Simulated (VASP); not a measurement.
# BN (F-43m) in VASP: a series of runs

Aim: see how the results for BN move with the level of theory and the settings. Levels: PBE-EpsX, PBE. Tasks: relaxation of cell and atoms, G0W0 quasiparticle levels.

All numbers are computed with VASP 6.6.1; they aren't measurements. Logs are shortened: lines on timing, memory, paths and dates and some standing lists are left out, and cuts for length are marked.

### Step 1. The structure

It takes space group F-43m (No. 216, cubic). Conventional cell: a = 3.626 Å, b = 3.626 Å, c = 3.626 Å, α = 90.00°, β = 90.00°, γ = 90.00°. N (site symmetry -43m) has 4 B at 1.57 Å as nearest neighbours. Around B (site symmetry -43m) lie 4 N at 1.57 Å.

The cell is a database's computed one.

### Step 2. Relaxation of cell and atoms, PBE-EpsX

POSCAR

```
BN
1.0
    0.0000000000      1.8130010000      1.8130010000
    1.8130010000      0.0000000000      1.8130010000
    1.8130010000      1.8130010000      0.0000000000
N B
1 1
Direct
    0.2500000000      0.2500000000      0.2500000000
    0.0000000000      0.0000000000      0.0000000000
```

INCAR.step1

```
PREC     = Accurate       # precision mode
ENCUT    = 600            # plane-wave cutoff, eV
EDIFF    = 1E-8           # SCF threshold, eV
ISMEAR   = -1             # smearing method
SIGMA    = 0.05           # smearing width, eV
LREAL    = F              # projectors in reciprocal space
LASPH    = T              # aspherical terms in the spheres
NELM     = 100            # most SCF steps
ALGO     = Normal         # electronic algorithm
LWAVE    = F              # write WAVECAR
LCHARG   = F              # write CHGCAR
GGA      = PE             # functional
LEPSILON = T              # dielectric tensor by DFPT
```

KPOINTS.step1

```
Automatic mesh
0
G
  13 13 13
  0 0 0
```

INCAR.step2

```
PREC     = Accurate       # precision mode
ENCUT    = 600            # plane-wave cutoff, eV
EDIFF    = 1E-5           # SCF threshold, eV
ISMEAR   = -1             # smearing method
SIGMA    = 0.05           # smearing width, eV
LREAL    = F              # projectors in reciprocal space
LASPH    = T              # aspherical terms in the spheres
NELM     = 100            # most SCF steps
ALGO     = Normal         # electronic algorithm
LWAVE    = T              # write WAVECAR
LCHARG   = F              # write CHGCAR
GGA      = PE             # functional
```

KPOINTS.step2

```
regular mesh
0
Gamma
  7 7 7
```

INCAR.step3

```
PREC     = Accurate       # precision mode
ENCUT    = 600            # plane-wave cutoff, eV
EDIFF    = 1E-6           # SCF threshold, eV
ISMEAR   = -1             # smearing method
SIGMA    = 0.05           # smearing width, eV
LREAL    = F              # projectors in reciprocal space
LASPH    = T              # aspherical terms in the spheres
NELM     = 100            # most SCF steps
ALGO     = Normal         # electronic algorithm
ISIF     = 3              # what is computed and relaxed
LWAVE    = F              # write WAVECAR
LCHARG   = F              # write CHGCAR
GGA      = PE             # functional
LHFCALC  = T              # exact exchange
AEXX     = 0.2167         # exact-exchange fraction
PRECFOCK = Fast         
IBRION   = 2              # ionic algorithm
NSW      = 40             # ionic steps
EDIFFG   = -0.005         # ionic threshold
ISTART   = 1
```

KPOINTS.step3

```
regular mesh
0
Gamma
  7 7 7
```

Potentials or basis: VASP PAW PBE potentials, release 64 (N, B).

Launch:

```console
$ cat potpaw_PBE.64/N/POTCAR potpaw_PBE.64/B/POTCAR > POTCAR
$ cp INCAR.step1 INCAR
$ cp KPOINTS.step1 KPOINTS
$ mpirun -np 1 vasp_std > vasp.out
$ cp INCAR.step2 INCAR
$ cp KPOINTS.step2 KPOINTS
$ mpirun -np 1 vasp_std > vasp.out
$ cp INCAR.step3 INCAR
$ cp KPOINTS.step3 KPOINTS
$ mpirun -np 1 vasp_std > vasp.out
```

OUTCAR:

```text
PREC = Accurate
   ENCUT = 600
   EDIFF = 1E-6
   ISMEAR = -1
   LREAL = F
   LASPH = T
   NELM = 100
   ISIF = 3
   GGA = PE
   LHFCALC = T
   AEXX = 0.2167
   PRECFOCK = Fast
   IBRION = 2
   NSW = 40
   EDIFFG = -0.005
   ISTART = 1

 ion  position               nearest neighbor table
   1  0.250  0.250  0.250-   2 1.57   2 1.57   2 1.57   2 1.57
   2  0.000  0.000  0.000-   1 1.57   1 1.57   1 1.57   1 1.57

  LATTYP: Found a face centered cubic cell.
 ALAT       =     3.6260020000

  Lattice vectors:

 A1 = (   0.0000000000,   1.8130010000,   1.8130010000)
 A2 = (   1.8130010000,   0.0000000000,   1.8130010000)
 A3 = (   1.8130010000,   1.8130010000,   0.0000000000)

Analysis of symmetry for initial positions (statically):
=====================================================================
 Subroutine PRICEL returns:
 Original cell was already a primitive cell.

 Routine SETGRP: Setting up the symmetry group for a
 face centered cubic supercell.

 Subroutine GETGRP returns: Found 24 space group operations
 (whereof 24 operations were pure point group operations)
 out of a pool of 48 trial point group operations.

The static configuration has the point symmetry T_d .

Analysis of symmetry for dynamics (positions and initial velocities):
=====================================================================
 Subroutine PRICEL returns:
 Original cell was already a primitive cell.

 Routine SETGRP: Setting up the symmetry group for a
 face centered cubic supercell.

 Subroutine GETGRP returns: Found 24 space group operations
 (whereof 24 operations were pure point group operations)
 out of a pool of 48 trial point group operations.

The dynamic configuration has the point symmetry T_d .

 Subroutine INISYM returns: Found 24 space group operations
 (whereof 24 operations are pure point group operations),
 and found     1 'primitive' translations

----------------------------------------------------------------------------------------

                                     Primitive cell

  volume of cell :      11.9186

  direct lattice vectors                    reciprocal lattice vectors
     0.000000000  1.813001000  1.813001000    -0.275785838  0.275785838  0.275785838
     1.813001000  0.000000000  1.813001000     0.275785838 -0.275785838  0.275785838
     1.813001000  1.813001000  0.000000000     0.275785838  0.275785838 -0.275785838

  length of vectors
     2.563970603  2.563970603  2.563970603     0.477675083  0.477675083  0.477675083

  position of ions in fractional coordinates (direct lattice)
     0.250000000  0.250000000  0.250000000
     0.000000000  0.000000000  0.000000000

  ion indices of the primitive-cell ions
   primitive index   ion index
                 1           1
                 2           2

----------------------------------------------------------------------------------------

 KPOINTS: regular mesh

Automatic generation of k-mesh.
 Grid dimensions read from file:
 generate k-points for:    7    7    7

 Generating k-lattice:

  Cartesian coordinates                     Fractional coordinates (reciprocal lattice)
    -0.039397977  0.039397977  0.039397977     0.142857143  0.000000000  0.000000000
     0.039397977 -0.039397977  0.039397977     0.000000000  0.142857143  0.000000000
     0.039397977  0.039397977 -0.039397977     0.000000000  0.000000000  0.142857143

  Length of vectors
     0.068239298  0.068239298  0.068239298

  Shift w.r.t. Gamma in fractional coordinates (k-lattice)
     0.000000000  0.000000000  0.000000000

 Subroutine IBZKPT returns following result:
 ===========================================

 Found     20 irreducible k-points:

 Following reciprocal coordinates:
            Coordinates               Weight
  0.000000  0.000000  0.000000      1.000000
  0.142857  0.000000  0.000000      8.000000
  0.285714  0.000000  0.000000      8.000000
  0.428571  0.000000  0.000000      8.000000
  0.142857  0.142857  0.000000      6.000000
  0.285714  0.142857  0.000000     24.000000
[... 12 lines left out ...]
 -0.428571  0.428571  0.142857     24.000000
 -0.285714  0.428571  0.142857     24.000000
   k-points           NKPTS =     20   k-points in BZ     NKDIM =    343   number of bands    NBANDS=      8
   number of dos      NEDOS =    301   number of ions     NIONS =      2
   total plane-waves  NPLWV =   8000
   dimension x,y,z NGX =    20 NGY =   20 NGZ =   20
   dimension x,y,z NGXF=    40 NGYF=   40 NGZF=   40
   ions per type =               1   1
   NGX,Y,Z   is equivalent  to a cutoff of  12.97, 12.97, 12.97 a.u.
   NGXF,Y,Z  is equivalent  to a cutoff of  25.94, 25.94, 25.94 a.u.
 SYSTEM =  unknown system
   PREC   = accura    normal or accurate (medium, high low for compatibility)
   ISTART =      1    job   : 0-new  1-cont  2-samecut
   ICHARG =      0    charge: 1-file 2-atom 10-const
   ISPIN  =      1    spin polarized calculation?
   LNONCOLLINEAR =      F non collinear calculations
   LSORBIT =      F    spin-orbit coupling
   LASPH  =      T    aspherical Exc in radial PAW
   ENCUT  =  600.0 eV  44.10 Ry    6.64 a.u.   5.12  5.12  5.12*2*pi/ulx,y,z
   NELM   =    100;   NELMIN=  2; NELMDL=  0     # of ELM steps
   EDIFF  = 0.1E-05   stopping-criterion for ELM
   LREAL  =      F    real-space projection
   EDIFFG = -.5E-02   stopping-criterion for IOM
   NSW    =     40    number of steps for IOM
   IBRION =      2    ionic relax: 0-MD 1-quasi-New 2-CG
   NFREE  =      1    steps in history (QN), initial steepest desc. (CG)
   ISIF   =      3    stress and relaxation
   ISYM   =      3    0-nonsym 1-usesym 2-fastsym
   POTIM  = 0.5000    time-step for ionic-motion
   TEBEG  =    0.0;   TEEND  =   0.0 temperature during run
   PSTRESS=    0.0 pullay stress
   NELECT =       8.0000    total number of electrons
   NUPDOWN=      -1.0000    fix difference up-down
   EMIN   =  10.00;   EMAX   =-10.00  energy-range for DOS
   EFERMI =   0.00;   METHOD = LEGACY
   ISMEAR =    -1;   SIGMA  =   0.05  broadening in eV -4-tet -1-fermi 0-gaus
   EFERMI_NEDOS =   21; number of points for ismear=-14 and -15
   IALGO  =     38    algorithm
   IMIX   =      1    mixing-type and parameters
     AMIX     =   0.40;   BMIX     =  1.00
     AMIX_MAG =   1.60;   BMIX_MAG =  1.00
  volume/ion in A,a.u.               =       5.96        40.22
  Fermi-wavevector in a.u.,A,eV,Ry     =   1.433387  2.708709 27.954506  2.054598
  Thomas-Fermi vector in A             =   2.552911
   LORBIT       =      0    0 simple, 1 ext, 2 COOP (PROOUT), +10 PAW based schemes
   GGA     = PE    functional components
   LHFCALC =     T    Hartree Fock is set to
   PRECFOCK=fast      Normal, Fast or Accurate (Low or Medium for compatibility)
   ENCUT4O =  -1.0   cutoff for four orbital integrals eV
   NKREDX  =     1    reduce k-point grid by
   NKREDY  =     1    reduce k-point grid by
   NKREDZ  =     1    reduce k-point grid by
   AEXX    =    0.2167 exact exchange contribution
   HFSCREEN=    0.0000 screening length (either q_TF or 0.3 A-1)
   HFSCREENC=   0.0000 screening length for correlation (either q_TF or 0.3 A-1)
   ENCUTFOCK=  -1.0 apply spherical cutoff to Coloumb kernel
   IVDW    =     0    specifies the selected vdW correction
   LEPSILON=     F    determine dielectric tensor
   LRPA    =     F    only Hartree local field effects (RPA)
 conjugate gradient relaxation of ions
 non-spin polarized calculation
  energy-cutoff  :      600.00
  volume of cell :       11.92
 maximum number of plane-waves:       411
  NGX = 12; NGY = 12; NGZ = 12

--------------------------------------- Ionic step        1  -------------------------------------------

 number of electron       7.9999999 magnetization

 Free energy of the ion-electron system (eV)
  ---------------------------------------------------
  ext. energy  EPLUGINS =         0.00000000
  ---------------------------------------------------
  free energy    TOTEN  =       -20.76770055 eV

  energy without entropy =      -20.76770055  energy(sigma->0) =      -20.76770055

------------------------ aborting loop because EDIFF is reached ----------------------------------------

  FORCE on cell =-STRESS in cart. coord.  units (eV):
  Direction    XX          YY          ZZ          XY          YZ          ZX
  --------------------------------------------------------------------------------------
  -------------------------------------------------------------------------------------
  Total       -0.5990975     -0.5990975     -0.5990975     -0.0000000     -0.0000000     -0.0000000
  in kB      -80.5348730    -80.5348730    -80.5348730     -0.0000000     -0.0000000     -0.0000000
  external PRESSURE =     -80.5348730 kB  Pullay stress =       0.0000000 kB

 VOLUME and BASIS-vectors are now :
 -----------------------------------------------------------------------------
  energy-cutoff  :      600.00
  volume of cell :       11.92
      direct lattice vectors                 reciprocal lattice vectors
     0.000000000  1.813001000  1.813001000    -0.275785838  0.275785838  0.275785838
     1.813001000  0.000000000  1.813001000     0.275785838 -0.275785838  0.275785838
     1.813001000  1.813001000  0.000000000     0.275785838  0.275785838 -0.275785838
[... 37 lines left out ...]
 POSITION                                       TOTAL-FORCE (eV/Angst)
 -----------------------------------------------------------------------------------
      0.89340      0.89340      0.89340        -0.000000     -0.000000     -0.000000
      3.57360      1.78680      1.78680         0.000000      0.000000      0.000000
 -----------------------------------------------------------------------------------
    total drift:                                0.000001     -0.000001      0.000000

  FREE ENERGIE OF THE ION-ELECTRON SYSTEM (eV)
  ---------------------------------------------------
  free  energy   TOTEN  =       -20.7662223638 eV

  energy  without entropy=      -20.7662223638  energy(sigma->0) =      -20.76622236

--------------------------------------- Ionic step        3  -------------------------------------------

 number of electron       7.9999999 magnetization

 Free energy of the ion-electron system (eV)
  ---------------------------------------------------
  ext. energy  EPLUGINS =         0.00000000
  ---------------------------------------------------
  free energy    TOTEN  =       -20.77395810 eV

  energy without entropy =      -20.77395810  energy(sigma->0) =      -20.77395810

 E-fermi :   7.5502     XC(G=0): -10.4854

 val. band max:        6.4612432030   @ k =   0.0000   0.0000   0.0000
 cond. band min:      13.0231409444   @ k =   0.4286   0.4286   0.0000
 fundamental gap:      6.5618977414
 Fermi energy:         7.5501986147

 k-point     1 :       0.0000    0.0000    0.0000
  band No.  band energies     occupation
      1     -15.5595      2.00000
      2       6.4612      2.00000
      3       6.4612      2.00000
      4       6.4612      2.00000
      5      17.5136      0.00000
      6      17.5136      0.00000
      7      17.5136      0.00000
      8      19.2365      0.00000

 k-point     2 :       0.1429    0.0000    0.0000
  band No.  band energies     occupation
      1     -15.0273      2.00000
      2       3.9194      2.00000
      3       5.9447      2.00000
      4       5.9447      2.00000
      5      17.9718      0.00000
      6      18.2875      0.00000
      7      18.2875      0.00000
      8      20.8296      0.00000
[... 218 lines left out ...]
 POSITION                                       TOTAL-FORCE (eV/Angst)
 -----------------------------------------------------------------------------------
      0.90027      0.90027      0.90027        -0.000000     -0.000000     -0.000000
     -0.00000      0.00000      0.00000         0.000000      0.000000      0.000000
 -----------------------------------------------------------------------------------
    total drift:                                0.000001     -0.000001      0.000000

  FREE ENERGIE OF THE ION-ELECTRON SYSTEM (eV)
  ---------------------------------------------------
  free  energy   TOTEN  =       -20.7739581042 eV

  energy  without entropy=      -20.7739581042  energy(sigma->0) =      -20.77395810

 reached required accuracy - stopping structural energy minimisation
```

Wall time 5.2 min (1 thread of Intel Xeon Platinum 8375C at 2.90GHz (Ice Lake), shared host); peak memory 0.21 GiB.

Results:

| Quantity | Value |
| --- | --- |
| Free energy | -20.7740 eV |
| Relaxed volume | 5.84 Å³/atom |
| Relaxed cell | a = 2.546 Å, b = 2.546 Å, c = 2.546 Å, α = 60.00°, β = 60.00°, γ = 60.00° |
| Space group after relaxing (to 0.05 Å) | F-43m (No. 216) |
| Energy gained by relaxing | 3.1 meV/atom |
| Ionic steps | 3 |
| Pressure after relaxing | 0.0 GPa |
| Band gap on the k mesh | 6.56 eV, indirect (least direct gap 11.05 eV) |

The path:
```
step  energy change (eV)  largest force (eV/Å)  pressure (GPa)  volume (Å³)
   1              0.0000                0.0000           -8.05        11.92
   2              0.0015                0.0000            9.53        11.41
   3             -0.0063                0.0000           -0.03        11.67
```

Final structure:
```
N B
1.0
     0.00000    1.80054    1.80054
     1.80054    0.00000    1.80054
     1.80054    1.80054    0.00000
N B
1 1
Direct
  0.25000 0.25000 0.25000
  0.00000 0.00000 0.00000
```

Caveat: the k mesh is coarse (spacing up to 0.43 Å⁻¹), so the values aren't converged, least of all with exact exchange; the PAW data sets were made with another functional, which shifts forces and pressure a little; an odd mesh through Γ misses points on the zone boundary, where band edges often lie.

[end of part 1 of 3]
